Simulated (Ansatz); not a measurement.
The system is ZnS (Wurtzite-6H).

```
CELL_PARAMETERS angstrom
3.81200 0.00000 0.00000
-1.90600 3.30129 0.00000
0.00000 0.00000 18.68999
ATOMIC_POSITIONS crystal
Zn 0.33333 0.66667 0.83333
Zn 0.66667 0.33333 0.33333
Zn 0.66667 0.33333 0.66667
Zn 0.33333 0.66667 0.16667
Zn 0.00000 0.00000 0.50000
Zn 0.00000 0.00000 0.00000
S 0.33333 0.66667 0.95833
S 0.66667 0.33333 0.45833
S 0.66667 0.33333 0.79167
S 0.33333 0.66667 0.29167
S 0.00000 0.00000 0.62500
S 0.00000 0.00000 0.12500
```

| Item | Value |
| --- | --- |
| Program | Ansatz 0.2.0 |
| Task | relaxation of cell and atoms |
| Functional | RPBE |
| Potentials or basis | Ansatz PAW |
| Cutoff | 420 eV (not typed: the program's choice for these potentials) |
| k mesh | 8 × 8 × 2 |
| Occupations | fermi-dirac, width 0.05 eV |
| Spin | no spin polarisation |

At the start: volume 19.60 Å³/atom.

Where does the relaxation end?

It ends after 6 steps and the volume is 20.94 Å³/atom (+6.8 %); space group P6_3mc (No. 186, to 0.05 Å).

The path:
```tsv
step	energy change (eV)	largest force (eV/Å)	volume (Å³)
1	0.0000	0.0295	235.20
2	-0.1790	0.0063	244.25
3	-0.2152	0.0035	250.51
4	-0.2152	0.0109	251.26
5	-0.2152	0.0002	251.27
6	-0.2232	0.0002	251.27
```

Final structure:
```xyz
12
Lattice="3.8965 0.0000 0.0000 -1.9483 3.3745 0.0000 0.0000 0.0000 19.1092" Properties=species:S:1:pos:R:3 pbc="T T T"
Zn    0.0000    2.2497   15.9229
Zn    1.9483    1.1248    6.3683
Zn    1.9483    1.1248   12.7409
Zn    0.0000    2.2497    3.1863
Zn    0.0000    0.0000    9.5550
Zn    0.0000    0.0000    0.0004
S     0.0000    2.2497   18.3102
S     1.9483    1.1248    8.7556
S     1.9483    1.1248   15.1279
S     0.0000    2.2497    5.5733
S     0.0000    0.0000   11.9459
S     0.0000    0.0000    2.3913
```

Caveat: the plane-wave basis is chosen anew once the cell has moved, so the energies of steps on either side of that aren't comparable; the PAW data sets come from PBE, with cores solved anew for the run's functional, which leaves a small shift of forces and pressure.
